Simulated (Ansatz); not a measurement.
# Calculated quadrupolar parameters for LiNbO3 under strain

The cell is a structure deposited in the COD, relaxed with PBE at fixed cell and then changed (z compressed by 1 %, ions relaxed).

```xyz
10
Lattice="2.5689 1.4832 4.4546 -2.5689 1.4832 4.4546 0.0000 -2.9663 4.4546" Properties=species:S:1:pos:R:3 pbc="T T T"
Li    0.0000    0.0000   10.0228
Li    0.0000    0.0000    3.3409
Nb    0.0000    0.0000    6.6819
Nb    0.0000    0.0000    0.0000
O    -0.6668    1.4832    7.7955
O    -0.9510   -1.3191    7.7955
O     1.6179   -0.1641    7.7955
O     0.9510    1.3191    5.5682
O     0.6668   -1.4832    5.5682
O    -1.6179    0.1641    5.5682
```

Sites (sets of like atoms) are named by element and the number of their first atom in this list.

Method: Kohn–Sham DFT in Ansatz, PBE, plane waves and PAW, scalar-relativistic, 420 eV cutoff, Γ-centred 7×7×7 k-points, Fermi–Dirac smearing 0.02 eV.

V_zz is the principal component of the electric field gradient with the largest magnitude, η = (V_xx − V_yy)/V_zz and C_Q = eQV_zz/h.

⁷Li: I = 3/2, Q = -40.10 mb; Nb-93: I = 9/2, Q = -320.0 mb; 17O: I = 5/2, Q = -25.58 mb. Nuclear quadrupole moments: year-2017 set (Pyykkö).

Problem. What field gradients does the calculation give at each kind of site?

Solution. 

```csv
site,atoms (order as listed),first shell,V_zz (10²¹ V/m²),η,C_Q (MHz)
Li,"1, 2",3 O at 1.90 Å; also 6 O at 2.76 Å,0.28,0.00,-0.271
Nb,"3, 4",6 O at 1.97 Å,1.01,0.00,-7.81
O,"5, 6, 7, 8, 9, 10","1 Li at 1.90 Å, 2 Nb at 1.97 Å; also 2 Li at 2.76 Å",0.70,0.85,-0.435
```

An axis of threefold or higher order runs through Li and Nb, so V_zz lies along it and η is zero.

This high-symmetry form of LiNbO3 is unstable when cold, to polar shifts of Li and Nb. The symmetry of the cell holds that distortion back, wholly or in part, and it would change the field gradients, the more the larger the distortion. Without spin–orbit coupling (the program notes it for Nb) the gradients are little affected as a rule: paired runs on crystals with a gap mostly move them by under 2 % at such atoms. With these PAW files V_zz is typically within 2 to 3 % of all-electron values, but misses above 10 % occur on Li. At this changed cell the PBE pressure is 11 GPa.

The relaxation (3 steps) took 9.4 s of wall time (34 s of CPU time) and 0.54 GiB at its peak, on 4 threads of Arm Neoverse V1 (aarch64; 8 cores open to the job, memory cap 8.0 GiB, no GPU), a shared host with a load of 0.5 a core.
